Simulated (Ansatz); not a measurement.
Si, 2 atoms in the cell. Symmetry: Fd-3m, No. 227, cubic system. Conventional cell: a = 5.444 Å, b = 5.444 Å, c = 5.444 Å, α = 90.00°, β = 90.00°, γ = 90.00°. Si (site symmetry -43m) is surrounded by 4 Si at 2.36 Å. 

```yaml
Program: Ansatz 0.2.0
Task: single point
Functional: HSE06 form with a typed share of exact exchange
Potentials_or_basis: Ansatz PAW
Cutoff: "420 eV (not typed: the program's choice for these potentials)"
k_mesh: 4 × 4 × 4
Occupations: fermi-dirac, width 0.05 eV
Spin: no spin polarisation
Screening_1/Å: 0.2
Share_of_exact_exchange: 0.1
```

Potentials or basis: Ansatz PAW.

Command:

```sh
$ ansatz run input.yaml --threads 2 --pin off --max-ram 5632MiB --backend cpu --events-out ev --progress --plain --runs-dir out
```

Hardware: 2 threads of Intel(R) Xeon(R) 6975P-C (Granite Rapids), with other jobs on the host.

How long does it take, and how much memory?

Wall time 2.3 s on 2 threads of Intel(R) Xeon(R) 6975P-C (Granite Rapids), on a shared host, peak memory 0.43 GiB. Counts: scf iterations 11, plane waves 749, k points 8, bands 8.
